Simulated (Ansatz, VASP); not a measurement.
**SnSe in VASP and in Ansatz**

```
CELL_PARAMETERS angstrom
11.42000 0.00000 0.00000
0.00000 4.19000 0.00000
0.00000 0.00000 4.46000
ATOMIC_POSITIONS crystal
Sn 0.12300 0.25000 0.09100
Sn 0.37700 0.75000 0.59100
Sn 0.62300 0.25000 0.40900
Sn 0.87700 0.75000 0.90900
Se 0.35700 0.25000 0.01600
Se 0.14300 0.75000 0.51600
Se 0.85700 0.25000 0.48400
Se 0.64300 0.75000 0.98400
```

Alike in both runs: task single point; functional LDA; k mesh 2 × 5 × 4; no spin polarisation.

|  | VASP | Ansatz |
| --- | --- | --- |
| version | VASP 6.6.1 | Ansatz 0.2.0 |
| potentials or method | VASP PAW LDA potentials, release 64 (Sn_d, Se) | plane waves, PAW |
| plane-wave cutoff (eV) | 520 | 420 |
| occupations | gaussian, width 0.01 eV | fixed |
| valence electrons in the cell | 80 | 120 |

|  | VASP | Ansatz | Ansatz less VASP |
| --- | --- | --- | --- |
| gap on the k mesh at the Fermi level (eV) | 1.04 | 1.07 | +0.022 |

The two sets of potentials don't hold the same shells in valence.

Caveats: spin-orbit coupling is left out, which moves the levels of the heavy elements; an odd mesh through Γ misses points on the zone boundary, where band edges often lie.
